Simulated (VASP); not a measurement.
Input of a VASP 6.6.1 run:

INCAR

```
SYSTEM = Bi2Te3
  PREC = Accurate
  ENCUT = 600
  EDIFF = 1E-7
  ISMEAR = 0
  SIGMA = 0.03
  LREAL = .FALSE.
  LASPH = .TRUE.
  NELM = 80
  ALGO = Normal
  ISIF = 3
  LWAVE = .FALSE.
  LCHARG = .FALSE.
  IBRION = 2
  NSW = 90
  EDIFFG = -0.005
  KPAR = 2
```

Contents of KPOINTS:

```
Automatic mesh
0
G
  7 7 7
  0 0 0
```

The input POSCAR:

```
Bi2Te3                                  
1.0
    2.1792790729      1.2582073593      9.9509822072
   -2.1792790729      1.2582073593      9.9509822072
   -0.0000000000     -2.5164147188      9.9509822072
  Bi              Te            
     2     3
Direct
     0.4003334233446974    0.4003334233446974    0.4003334233446973
     0.5996665766553028    0.5996665766553028    0.5996665766553028
     0.0000000000000000    0.0000000000000000    0.0000000000000000
     0.2086853883858451    0.2086853883858451    0.2086853883858451
     0.7913146116141547    0.7913146116141547    0.7913146116141548
```

Potentials or basis: VASP PAW LDA potentials, release 64 (Bi_d, Te).

Run with:

```console
$ cat potpaw_LDA.64/Bi_d/POTCAR potpaw_LDA.64/Te/POTCAR > POTCAR
$ mpirun -np 2 vasp_std > vasp.out
```

Task: What does it give for the relaxed cell?

Result: a = 10.262 Å, b = 10.262 Å, c = 10.262 Å, α = 24.52°, β = 24.52°, γ = 24.52°.

Task: Estimate the space group after relaxing (to 0.05 Å).

Result: R-3m (No. 166).

Task: What does it give for the band gap on the k mesh?

Result: 0.14 eV, direct.

Final structure:
```cif
data_structure
_symmetry_space_group_name_H-M 'P 1'
_symmetry_Int_Tables_number 1
_cell_length_a 10.2621
_cell_length_b 10.2621
_cell_length_c 10.2621
_cell_angle_alpha 24.515
_cell_angle_beta 24.515
_cell_angle_gamma 24.515
_cell_volume 163.59
loop_
_atom_site_label
_atom_site_type_symbol
_atom_site_fract_x
_atom_site_fract_y
_atom_site_fract_z
_atom_site_occupancy
Bi1 Bi 0.40034 0.40034 0.40034 1
Bi2 Bi 0.59966 0.59966 0.59966 1
Te1 Te 0.00000 0.00000 0.00000 1
Te2 Te 0.20869 0.20869 0.20869 1
Te3 Te 0.79131 0.79131 0.79131 1
```

Caveat: spin-orbit coupling is left out, which as a rule narrows the gap of such compounds by several tenths of an eV; an odd mesh through Γ misses points on the zone boundary, where band edges often lie. LDA gaps usually lie below the measured ones, often by a third to a half.
